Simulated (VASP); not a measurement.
# WS2 (P6_3/mmc) in VASP: a series of runs, part 2 of 2

VASP 6.6.1.

## (3) Band structure, PBE+D3(BJ)

This run uses another cell than the first one, of 17.44 Å³/atom, 0.819 times its volume.

Contents of INCAR:

```
SYSTEM = WS2
ALGO = Normal
EDIFF = 1E-6
ENCUT = 520
GGA = PE
ICORELEVEL = 1
ISIF = 2
ISMEAR = 0
IVDW = 12
KPAR = 2
LASPH = .True.
LCHARG = .False.
LMAXMIX = 4
LREAL = .False.
LWAVE = .False.
NBANDS = 35
NELM = 80
PREC = Accurate
SIGMA = 0.03
```

Contents of KPOINTS:

```
k-points
0
Gamma
  12 12 3
  0 0 0
```

Contents of POSCAR:

```
WS2                                     
1.0
    3.1541047161      0.0000000000      0.0000000000
   -1.5770523581      2.7315348064      0.0000000000
    0.0000000000      0.0000000000     12.1422886660
  W               S             
     2     4
Direct
     0.3333333300000021    0.6666666699999979    0.2500000000000000
     0.6666666699999979    0.3333333300000021    0.7500000000000000
     0.3333333300000021    0.6666666699999979    0.6203012446348715
     0.6666666699999979    0.3333333300000021    0.1203012446348715
     0.3333333300000021    0.6666666699999979    0.8796987553651285
     0.6666666699999979    0.3333333300000021    0.3796987553651285
```

Contents of KPOINTS_OPT:

```
explicit points
96
Reciprocal
 0.0000000000  0.0000000000  0.0000000000 1
 0.0555555556  0.0000000000  0.0000000000 1
 0.1111111111  0.0000000000  0.0000000000 1
 0.1666666667  0.0000000000  0.0000000000 1
 0.2222222222  0.0000000000  0.0000000000 1
 0.2777777778  0.0000000000  0.0000000000 1
 0.3333333333  0.0000000000  0.0000000000 1
 0.3888888889  0.0000000000  0.0000000000 1
 0.4444444444  0.0000000000  0.0000000000 1
 0.5000000000  0.0000000000  0.0000000000 1
 0.5000000000  0.0000000000  0.0000000000 1
 0.4814814815  0.0370370370  0.0000000000 1
 0.4629629630  0.0740740741  0.0000000000 1
 0.4444444444  0.1111111111  0.0000000000 1
 0.4259259259  0.1481481481  0.0000000000 1
 0.4074074074  0.1851851852  0.0000000000 1
 0.3888888889  0.2222222222  0.0000000000 1
 0.3703703703  0.2592592592  0.0000000000 1
 0.3518518518  0.2962962963  0.0000000000 1
 0.3333333333  0.3333333333  0.0000000000 1
 0.3333333333  0.3333333333  0.0000000000 1
 0.2962962963  0.2962962963  0.0000000000 1
 0.2592592592  0.2592592592  0.0000000000 1
 0.2222222222  0.2222222222  0.0000000000 1
 0.1851851852  0.1851851852  0.0000000000 1
 0.1481481481  0.1481481481  0.0000000000 1
 0.1111111111  0.1111111111  0.0000000000 1
 0.0740740741  0.0740740741  0.0000000000 1
 0.0370370370  0.0370370370  0.0000000000 1
 0.0000000000  0.0000000000  0.0000000000 1
 0.0000000000  0.0000000000  0.0000000000 1
 0.0000000000  0.0000000000  0.0555555556 1
 0.0000000000  0.0000000000  0.1111111111 1
 0.0000000000  0.0000000000  0.1666666667 1
 0.0000000000  0.0000000000  0.2222222222 1
 0.0000000000  0.0000000000  0.2777777778 1
 0.0000000000  0.0000000000  0.3333333333 1
 0.0000000000  0.0000000000  0.3888888889 1
 0.0000000000  0.0000000000  0.4444444444 1
 0.0000000000  0.0000000000  0.5000000000 1
 0.0000000000  0.0000000000  0.5000000000 1
 0.0555555556  0.0000000000  0.5000000000 1
 0.1111111111  0.0000000000  0.5000000000 1
 0.1666666667  0.0000000000  0.5000000000 1
 0.2222222222  0.0000000000  0.5000000000 1
 0.2777777778  0.0000000000  0.5000000000 1
 0.3333333333  0.0000000000  0.5000000000 1
 0.3888888889  0.0000000000  0.5000000000 1
 0.4444444444  0.0000000000  0.5000000000 1
 0.5000000000  0.0000000000  0.5000000000 1
 0.5000000000  0.0000000000  0.5000000000 1
 0.4814814815  0.0370370370  0.5000000000 1
 0.4629629630  0.0740740741  0.5000000000 1
 0.4444444444  0.1111111111  0.5000000000 1
 0.4259259259  0.1481481481  0.5000000000 1
 0.4074074074  0.1851851852  0.5000000000 1
 0.3888888889  0.2222222222  0.5000000000 1
 0.3703703703  0.2592592592  0.5000000000 1
 0.3518518518  0.2962962963  0.5000000000 1
 0.3333333333  0.3333333333  0.5000000000 1
 0.3333333333  0.3333333333  0.5000000000 1
 0.2962962963  0.2962962963  0.5000000000 1
 0.2592592592  0.2592592592  0.5000000000 1
 0.2222222222  0.2222222222  0.5000000000 1
 0.1851851852  0.1851851852  0.5000000000 1
 0.1481481481  0.1481481481  0.5000000000 1
 0.1111111111  0.1111111111  0.5000000000 1
 0.0740740741  0.0740740741  0.5000000000 1
 0.0370370370  0.0370370370  0.5000000000 1
 0.0000000000  0.0000000000  0.5000000000 1
 0.5000000000  0.0000000000  0.5000000000 1
 0.5000000000  0.0000000000  0.4444444444 1
 0.5000000000  0.0000000000  0.3888888889 1
 0.5000000000  0.0000000000  0.3333333333 1
 0.5000000000  0.0000000000  0.2777777778 1
 0.5000000000  0.0000000000  0.2222222222 1
 0.5000000000  0.0000000000  0.1666666667 1
 0.5000000000  0.0000000000  0.1111111111 1
 0.5000000000  0.0000000000  0.0555555556 1
 0.5000000000  0.0000000000  0.0000000000 1
 0.3333333333  0.3333333333  0.0000000000 1
 0.3333333333  0.3333333333  0.0555555556 1
 0.3333333333  0.3333333333  0.1111111111 1
 0.3333333333  0.3333333333  0.1666666667 1
 0.3333333333  0.3333333333  0.2222222222 1
 0.3333333333  0.3333333333  0.2777777778 1
 0.3333333333  0.3333333333  0.3333333333 1
 0.3333333333  0.3333333333  0.3888888889 1
 0.3333333333  0.3333333333  0.4444444444 1
 0.3333333333  0.3333333333  0.5000000000 1
 0.0000000000  0.0000000000  0.0000000000 1
 0.0000000000  0.0000000000  0.5000000000 1
 0.3333333333  0.3333333333  0.5000000000 1
 0.3333333333  0.3333333333  0.0000000000 1
 0.5000000000  0.0000000000  0.5000000000 1
 0.5000000000  0.0000000000  0.0000000000 1
```

Potentials or basis: VASP PAW PBE potentials, release 64 (W_sv, S).

The run is started by

```bash
$ cat potpaw_PBE.64/W_sv/POTCAR potpaw_PBE.64/S/POTCAR > POTCAR
$ mpirun -np 2 vasp_std > vasp.out
```

Wall time 2.9 min (2 MPI ranks of AMD EPYC 7R43 (Zen 3), shared host); peak memory 0.33 GiB.

The run converged. Its results:

| Item | Value |
| --- | --- |
| Free energy | -49.8000 eV |
| Pressure | 0.0 GPa |
| Band gap on the k mesh | 0.91 eV, indirect (least direct gap 1.83 eV) |
| Band gap along the path | 0.91 eV, indirect (least direct gap 1.83 eV) |
| Dispersion energy per atom | -0.435 eV |

Levels at the corners of the path, in eV from the valence-band top:
```csv
point,band 23,band 24,band 25,band 26,band 27,band 28,band 29,band 30
Γ,-2.20,-1.42,-1.28,0.00,2.26,2.26,2.28,2.28
M,-2.03,-1.78,-1.78,-1.56,2.29,2.34,2.55,2.88
M,-2.03,-1.78,-1.78,-1.56,2.29,2.34,2.55,2.88
K,-2.95,-2.95,-0.80,-0.55,1.28,1.28,1.92,3.27
K,-2.95,-2.95,-0.80,-0.55,1.28,1.28,1.92,3.27
Γ,-2.20,-1.42,-1.28,0.00,2.26,2.26,2.28,2.28
Γ,-2.20,-1.42,-1.28,0.00,2.26,2.26,2.28,2.28
A,-2.24,-2.24,-0.31,-0.31,2.25,2.25,2.25,2.25
A,-2.24,-2.24,-0.31,-0.31,2.25,2.25,2.25,2.25
L,-1.90,-1.90,-1.65,-1.65,2.31,2.31,2.75,2.75
L,-1.90,-1.90,-1.65,-1.65,2.31,2.31,2.75,2.75
H,-3.18,-3.18,-0.69,-0.69,1.28,1.28,2.52,2.52
H,-3.18,-3.18,-0.69,-0.69,1.28,1.28,2.52,2.52
A,-2.24,-2.24,-0.31,-0.31,2.25,2.25,2.25,2.25
L,-1.90,-1.90,-1.65,-1.65,2.31,2.31,2.75,2.75
M,-2.03,-1.78,-1.78,-1.56,2.29,2.34,2.55,2.88
K,-2.95,-2.95,-0.80,-0.55,1.28,1.28,1.92,3.27
H,-3.18,-3.18,-0.69,-0.69,1.28,1.28,2.52,2.52
```

Core levels (eV, on the scale of the bands):
```
atom                                                                                                                levels
 1 W  1s -69456.0, 2s -11976.6, 2p -10470.2, 3s -2749.2, 3p -2303.3, 3d -1791.3, 4s -557.6, 4p -411.4, 4d -226.3, 4f -21.2
 2 W  1s -69456.0, 2s -11976.6, 2p -10470.2, 3s -2749.2, 3p -2303.3, 3d -1791.3, 4s -557.6, 4p -411.4, 4d -226.3, 4f -21.2
 3 S                                                                                      1s -2392.3, 2s -198.4, 2p -143.2
 4 S                                                                                      1s -2392.3, 2s -198.4, 2p -143.2
 5 S                                                                                      1s -2392.3, 2s -198.4, 2p -143.2
 6 S                                                                                      1s -2392.3, 2s -198.4, 2p -143.2
```

Caveat: spin-orbit coupling is left out, which moves the levels of the heavy elements.
